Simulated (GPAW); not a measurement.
# As (R-3m) in GPAW: phonons with PBE+D3(BJ)

Aim: the phonons of As with PBE+D3(BJ).

All numbers are computed with GPAW 26.7.0; they aren't measurements. Logs are shortened: lines on timing, memory, paths and dates and some standing lists are left out, and cuts for length are marked. The log counts tension as positive stress, the text compression.

## (1) Starting point

Symmetry: R-3m, No. 166, trigonal system. The conventional cell has a = 3.762 Å, b = 3.762 Å, c = 10.542 Å, α = 90.00°, β = 90.00°, γ = 120.00°. As (site symmetry 3m) has 3 As at 2.51 Å as nearest neighbours.

## (2) Phonons, PBE+D3(BJ)

The input, run.py:

```python
import json
import numpy as np
from ase import Atoms
from ase.calculators.mixing import SumCalculator
from ase.constraints import FixSymmetry
from ase.io import write
from ase.optimize import BFGS
from ase.spacegroup import crystal
from dftd3.ase import DFTD3
from phonopy import Phonopy
from phonopy.structure.atoms import PhonopyAtoms
from gpaw import GPAW

# As 6c
atoms = crystal(['As'],
                basis=[[0.0, 0.0, 0.226]],
                spacegroup=166, setting=1,  # R-3m
                cellpar=[3.7615938, 3.7615938, 10.54218598, 90.0, 90.0, 120.0],
                primitive_cell=True)

calc = GPAW(mode='fd',
            h=0.16,
            xc='PBE',
            kpts={'size': (9, 9, 9), 'gamma': True},
            occupations={'name': 'fermi-dirac', 'width': 0.05},
            nbands=13,
            convergence={'density': 1e-06, 'eigenstates': 1e-09},
            maxiter=150,
            txt='gpaw.txt')
atoms.calc = SumCalculator([calc, DFTD3(method='pbe', damping='d3bj')])
atoms.set_constraint(FixSymmetry(atoms))
BFGS(atoms, trajectory='relax.traj', logfile='-').run(fmax=0.005, steps=40)
atoms.set_constraint()
energy = atoms.get_potential_energy()
forces = atoms.get_forces()
calc.write('gs.gpw')
write('result.traj', atoms)
print('Cell:', atoms.cell.cellpar().round(4))
print(atoms.get_scaled_positions().round(5))

def force_constants(scale):
    unit = PhonopyAtoms(symbols=atoms.get_chemical_symbols(), cell=atoms.cell[:] * scale**(1 / 3),
                        scaled_positions=atoms.get_scaled_positions())
    ph = Phonopy(unit, supercell_matrix=np.diag([1, 1, 1]), primitive_matrix=np.eye(3), symprec=1e-4)
    ph.generate_displacements(distance=0.03)
    forces = []
    for i, sc in enumerate(ph.supercells_with_displacements):
        a = Atoms(sc.symbols, cell=sc.cell, scaled_positions=sc.scaled_positions, pbc=True)
        c = GPAW(mode='fd',
                 h=0.16,
                 xc='PBE',
                 kpts={'size': (9, 9, 9), 'gamma': True},
                 occupations={'name': 'fermi-dirac', 'width': 0.05},
                 nbands=13,
                 convergence={'density': 1e-06, 'eigenstates': 1e-09},
                 maxiter=150,
                 txt=f'disp-{scale:.3f}-{i:02d}.txt')
        a.calc = SumCalculator([c, DFTD3(method='pbe', damping='d3bj')])
        f = a.get_forces()
        forces.append(f - f.mean(axis=0))
        print(f'displacement {i}: drift', f.mean(axis=0).round(5), flush=True)
    ph.forces = forces
    ph.produce_force_constants()
    ph.symmetrize_force_constants()
    return ph

qpoints = [[0.0, 0.0, 0.0]]
results = {}
for scale in [1.0]:
    ph = force_constants(scale)
    ph.run_qpoints(qpoints)
    nu = ph.qpoints.frequencies * 33.35641  # THz to cm^-1
    results[f'{scale:.3f}'] = nu.tolist()
    for qp, f in zip(qpoints, nu):
        print(scale, np.round(qp, 4), f.round(2))
json.dump(results, open('phonons.json', 'w'))
```

Potentials or basis: GPAW PAW data sets (gpaw-data 1.2.1), fd.

Run with:

```console
$ OMP_NUM_THREADS=1 python run.py
```

gpaw.txt:

```text
__  _  _
 | _ |_)|_||  |
 |__||  | ||/\| - 26.7.0

Input parameters:
  mode=FD(),
  convergence={'density': 1e-06, 'eigenstates': 1e-09},
  h=0.16,
  kpts=MonkhorstPack(size=(9, 9, 9), gamma=True),
  maxiter=150,
  nbands=13,
  occupations=Occupations(name='fermi-dirac', width=0.05),
  xc=XC(name='PBE')

Diagonalizing LCAO Hamiltonian
Converting LCAO to fd mode

       As

       As

Atoms  # Å, Bohr magnetons
|   | symbol |         x |        y |        z |    initial magnetic moments |
|---|--------|-----------|----------|----------|-----------------------------|
| 0 |     As | -0.000000 | 0.000000 | 2.382534 | ( 0.0000,  0.0000,  0.0000) |
| 1 |     As |  0.000000 | 0.000000 | 8.159652 | ( 0.0000,  0.0000,  0.0000) |

Unit cell  # Å
| periodic |         x |         y |        z |  lengths |    angles |
|----------|-----------|-----------|----------|----------|-----------|
|      yes |  1.880797 |  1.085879 | 3.514062 | 4.131000 | 54.167000 |
|      yes | -1.880797 |  1.085879 | 3.514062 | 4.131000 | 54.167000 |
|      yes | -0.000000 | -2.171757 | 3.514062 | 4.131000 | 54.167000 |

Number of symmetries: 12
Symmetry operations  # r_c * U_cc + t_c -> r_c
|    | kind |            matrix            |
|----|------|------------------------------|
|  0 |  E   |  1, 0, 0,  0, 1, 0,  0, 0, 1 |
|  1 |  σ   |  1, 0, 0,  0, 0, 1,  0, 1, 0 |
|  2 |  σ   |  0, 1, 0,  1, 0, 0,  0, 0, 1 |
|  3 |  C3  |  0, 1, 0,  0, 0, 1,  1, 0, 0 |
|  4 |  C3  |  0, 0, 1,  1, 0, 0,  0, 1, 0 |
|  5 |  σ   |  0, 0, 1,  0, 1, 0,  1, 0, 0 |
|  6 |  C2  |  0, 0,-1,  0,-1, 0, -1, 0, 0 |
|  7 |  S6  |  0, 0,-1, -1, 0, 0,  0,-1, 0 |
|  8 |  S6  |  0,-1, 0,  0, 0,-1, -1, 0, 0 |
|  9 |  C2  |  0,-1, 0, -1, 0, 0,  0, 0,-1 |
| 10 |  C2  | -1, 0, 0,  0, 0,-1,  0,-1, 0 |
| 11 |  i   | -1, 0, 0,  0,-1, 0,  0, 0,-1 |

BZ-sampling:
  Number of BZ points: 729
  Number of IBZ points: 85

  Monkhorst-Pack size: [9, 9, 9]
  Monkhorst-Pack shift: [0, 0, 0]

K-points  # in reciprocal-cell coordinates
|     |                                coordinates |     weight |
|-----|--------------------------------------------|------------|
|   0 | (  0.00000000,   0.00000000,   0.00000000) | 0.00137174 |
|   1 | (  0.11111111,   0.00000000,  -0.11111111) | 0.00823045 |
|   2 | (  0.11111111,   0.00000000,   0.00000000) | 0.00823045 |
|   3 | (  0.11111111,   0.11111111,  -0.11111111) | 0.00823045 |
|   4 | (  0.11111111,   0.11111111,   0.00000000) | 0.00823045 |
|   5 | (  0.11111111,   0.11111111,   0.11111111) | 0.00274348 |
|   6 | (  0.22222222,  -0.11111111,  -0.11111111) | 0.00823045 |
|   7 | (  0.22222222,   0.00000000,  -0.22222222) | 0.00823045 |
|   8 | (  0.22222222,   0.00000000,  -0.11111111) | 0.01646091 |
|   9 | (  0.22222222,   0.00000000,   0.00000000) | 0.00823045 |
| ... |                                            |            |
|  84 | (  0.44444444,   0.44444444,   0.44444444) | 0.00274348 |

Uniform wave function grid shape: (np.int64(20), np.int64(20), np.int64(20))
Spin-components: 1 (collinear spins)
Bands:           13
Projectors:      10
Spin-degeneracy: 2
Datatype:        complex128

Parallelization:
  kpt:    1
  domain: 1
  band:   1

Density:
  Valence electrons: 10.0
  Components: 1
  Grid points: [20 20 20]
  Charge: 0.0  # |e|

Potential:
  Grid points: [20 20 20]

species:
  As:
    name:    Arsenic
    Z:       33.0
    valence: 5
    core:    28
    charge:  0.0  # [|e|]
    compensation charges:
      type: gauss
      rc: 0.33  # [Å]
      lmax: 2
    cutoffs:
      filter: 1.87  # [Å]
      core: 2.96  # [Å]
    projectors
    | kind |    occ | energy [eV] | rcut [Å] |
    |------|--------|-------------|----------|
    |   4s |  2.000 |     -14.487 |    1.058 |
    |   4p |  3.000 |      -5.196 |    1.058 |
    |    s |        |      12.725 |    1.058 |
    |    p |        |      22.016 |    1.058 |
    |    d |        |       0.000 |    1.058 |

    Using partial waves for As as LCAO basis

Reference energy: -123005.947200  # eV

eigensolver:
  PPCG
  Converge bands: occupied
  niter=2

density mixing:
  MSR1-Mixer
  Pratt-step length: 0.05
  Maximum mixing coefficient: 0.75
  Old densities: 10
  SVD Regularization: 0.005
  Good broyden scale: 1.0
  Trust region scale: 1.0
  Backstep threshold: 4.0
  History deletion threshold: 6.0
  Fourier metric: weight=20.0, sigma=0.015

occupation numbers:
  Fermi-Dirac:
    width: 0.0500  # eV

FastPoissonSolver using
    Stencil: 12*3+1=37 point O(h^6) finite-difference Laplacian
    FFT axes: [np.int64(0), np.int64(1), np.int64(2)]
    FST axes: []

xc functional:
  name: PBE with 2 nearest neighbor stencil
interpolation: tri-quintic # 5. degree polynomial

convergence criteria:
- Maximum integral of absolute [dens]ity change: 1e-06 electrons / valence electron
- Maximum integral of absolute [eigenst]ate change: 1e-09 eV^2 / valence electron
- Maximum [total energy] change in last 3 cyles: 0.0005 eV / valence electron
maximum number of iterations: 150

SCF iterations
|iter     | |      energy | eigst |  dens |
|---------|-|-------------|-------|-------|
|iter:   1| |   -9.280900 | +0.42 |       |
|iter:   2| |   -9.306481 | -0.98 | -1.16 |
|iter:   3| |   -9.315443 | -2.00 | -1.19 |
|iter:   4| |   -9.303917 | -2.64 | -1.49 |
|iter:   5| |   -9.300102 | -2.55 | -1.77 |
|iter:   6| |   -9.300184c| -3.97 | -2.44 |
|iter:   7| |   -9.300192c| -4.88 | -3.00 |
|iter:   8| |   -9.300194c| -6.03 | -3.72 |
|iter:   9| |   -9.300194c| -7.09 | -4.64 |
|iter:  10| |   -9.300194c| -8.08 | -5.13 |
|iter:  11| |   -9.300194c| -8.95 | -5.73 |
|iter:  12| |   -9.300194c| -9.37c| -6.30c|

Converged in 12 steps
Energy contributions relative to reference atoms: (reference = -123005.947200)

Energy contributions:
  Kinetic:          19.840006
  Coulomb:         -19.101219
  Zero:             -0.023440
  External:          0.000000
  Xc:              -10.014799
  Entropy:          -0.001485
  Spinorbit:         0.000000
  ----------------------------
  Free energy:      -9.300936
  Extrapolated:     -9.300194

dipole moment: (0.000000, -0.000000, 0.000000)  # |e|*Ang

Fermi level: 7.023
Eigenvalues  # (at kpt = [0.000, 0.000, 0.000])
| band index |      eig [eV] | occ [0-2] |
|------------|---------------|-----------|
|          0 |        -8.059 |     2.000 |
|          1 |         1.226 |     2.000 |
|          2 |         4.534 |     2.000 |
|          3 |         4.963 |     2.000 |
|          4 |         4.963 |     2.000 |
|          5 |         8.598 |     0.000 |
|          6 |         9.916 |     0.000 |
|          7 |         9.916 |     0.000 |
|          8 |        13.930 |     0.000 |
|          9 |        13.936 |     0.000 |
|         10 |        14.450 |     0.000 |
|         11 |        15.865 |     0.000 |
|         12 |        16.023 |     0.000 |

No gap
No difference between direct/indirect transitions

Forces  # eV/Ang
|        x |       y |        z |
|----------|---------|----------|
| -0.00000 | 0.00000 |  0.47625 |  # As   0
|  0.00000 | 0.00000 | -0.47625 |  # As   1

       As

       As

Atoms  # Å, Bohr magnetons
|   | symbol |         x |         y |        z |    initial magnetic moments |
|---|--------|-----------|-----------|----------|-----------------------------|
| 0 |     As | -0.000000 | -0.000000 | 2.389319 | ( 0.0000,  0.0000,  0.0000) |
| 1 |     As |  0.000000 |  0.000000 | 8.152867 | ( 0.0000,  0.0000,  0.0000) |

Unit cell  # Å
| periodic |         x |         y |        z |  lengths |    angles |
|----------|-----------|-----------|----------|----------|-----------|
|      yes |  1.880797 |  1.085879 | 3.514062 | 4.131000 | 54.167000 |
|      yes | -1.880797 |  1.085879 | 3.514062 | 4.131000 | 54.167000 |
|      yes | -0.000000 | -2.171757 | 3.514062 | 4.131000 | 54.167000 |

convergence criteria:
- Maximum integral of absolute [dens]ity change: 1e-06 electrons / valence electron
- Maximum integral of absolute [eigenst]ate change: 1e-09 eV^2 / valence electron
- Maximum [total energy] change in last 3 cyles: 0.0005 eV / valence electron
maximum number of iterations: 150

SCF iterations
|iter     | |      energy | eigst |  dens |
|---------|-|-------------|-------|-------|
|iter:   1| |   -9.444441 | -2.92 |       |
|iter:   2| |   -9.437490 | -4.40 | -2.61 |
|iter:   3| |   -9.365571 | -4.19 | -2.64 |
|iter:   4| |   -9.320477 | -5.00 | -3.35 |
|iter:   5| |   -9.305845 | -6.00 | -3.72 |
|iter:   6| |   -9.305782 | -7.60 | -4.52 |
|iter:   7| |   -9.305804c| -8.49 | -4.89 |
|iter:   8| |   -9.305806c| -9.20c| -5.61 |
|iter:   9| |   -9.305807c| -9.75c| -6.17c|

Converged in 9 steps
Energy contributions relative to reference atoms: (reference = -123005.947200)

Energy contributions:
  Kinetic:          19.313217
  Coulomb:         -18.652704
  Zero:             -0.022790
  External:          0.000000
  Xc:               -9.942797
  Entropy:          -0.001466
  Spinorbit:         0.000000
  ----------------------------
  Free energy:      -9.306540
  Extrapolated:     -9.305807
[... 113 lines left out ...]
       As

Atoms  # Å, Bohr magnetons
|   | symbol |         x |         y |        z |    initial magnetic moments |
|---|--------|-----------|-----------|----------|-----------------------------|
| 0 |     As | -0.000000 | -0.000000 | 2.409612 | ( 0.0000,  0.0000,  0.0000) |
| 1 |     As |  0.000000 | -0.000000 | 8.132574 | ( 0.0000,  0.0000,  0.0000) |

Unit cell  # Å
| periodic |         x |         y |        z |  lengths |    angles |
|----------|-----------|-----------|----------|----------|-----------|
|      yes |  1.880797 |  1.085879 | 3.514062 | 4.131000 | 54.167000 |
|      yes | -1.880797 |  1.085879 | 3.514062 | 4.131000 | 54.167000 |
|      yes | -0.000000 | -2.171757 | 3.514062 | 4.131000 | 54.167000 |

convergence criteria:
- Maximum integral of absolute [dens]ity change: 1e-06 electrons / valence electron
- Maximum integral of absolute [eigenst]ate change: 1e-09 eV^2 / valence electron
- Maximum [total energy] change in last 3 cyles: 0.0005 eV / valence electron
maximum number of iterations: 150

SCF iterations
|iter     | |      energy | eigst |  dens |
|---------|-|-------------|-------|-------|
|iter:   1| |   -9.341612 | -4.32 |       |
|iter:   2| |   -9.340177 | -5.78 | -3.30 |
|iter:   3| |   -9.325400 | -5.56 | -3.33 |
|iter:   4| |   -9.316041 | -6.36 | -4.03 |
|iter:   5| |   -9.312942 | -7.31 | -4.37 |
|iter:   6| |   -9.312929c| -8.94 | -5.19 |
|iter:   7| |   -9.312933c| -9.55c| -5.58 |
|iter:   8| |   -9.312933c| -9.84c| -6.32c|

Converged in 8 steps
Energy contributions relative to reference atoms: (reference = -123005.947200)

Energy contributions:
  Kinetic:          17.788214
  Coulomb:         -17.348212
  Zero:             -0.021124
  External:          0.000000
  Xc:               -9.731054
  Entropy:          -0.001514
  Spinorbit:         0.000000
  ----------------------------
  Free energy:      -9.313691
  Extrapolated:     -9.312933

dipole moment: (0.000000, 0.000000, -0.000000)  # |e|*Ang

Fermi level: 7.042
Eigenvalues  # (at kpt = [0.000, 0.000, 0.000])
| band index |      eig [eV] | occ [0-2] |
|------------|---------------|-----------|
|          0 |        -7.973 |     2.000 |
|          1 |         1.149 |     2.000 |
|          2 |         4.378 |     2.000 |
|          3 |         5.088 |     2.000 |
|          4 |         5.088 |     2.000 |
|          5 |         8.892 |     0.000 |
|          6 |         9.984 |     0.000 |
|          7 |         9.984 |     0.000 |
|          8 |        13.832 |     0.000 |
|          9 |        13.832 |     0.000 |
|         10 |        14.116 |     0.000 |
|         11 |        15.743 |     0.000 |
|         12 |        15.746 |     0.000 |

No gap
No difference between direct/indirect transitions

Forces  # eV/Ang
|       x |        y |        z |
|---------|----------|----------|
| 0.00000 |  0.00000 |  0.00088 |  # As   0
| 0.00000 | -0.00000 | -0.00088 |  # As   1

# Writing to gs.gpw (mode='')
```

Wall time 9.4 min (1 thread of AMD EPYC 7B13 (Zen 3), shared host); peak memory 1.4 GiB.

What came out:

```
Free energy                   : -10.1525 eV
Band gap on the k mesh        : none (metal or under the smearing width)
Highest phonon frequency at Γ : 250 cm⁻¹
Dispersion energy per atom    : -0.419 eV
```

Final structure:
```
As
1.0
     1.88080    1.08588    3.51406
    -1.88080    1.08588    3.51406
     0.00000   -2.17176    3.51406
As
2
Cartesian
  0.0000 0.0000 2.4096
  0.0000 0.0000 8.1326
```

Levels at points of the mesh, in eV from the Fermi level:
```
           k point  band 1  band 2  band 3  band 4  band 5  band 6  band 7  band 8  band 9
(0.00, 0.00, 0.00)  -15.01   -5.89   -2.66   -1.95   -1.95    1.85    2.94    2.94    6.79
```

Phonon frequencies in cm⁻¹ (negative: imaginary):
```
              q point        frequencies
(0.000, 0.000, 0.000)  0 0 0 184 184 250
```
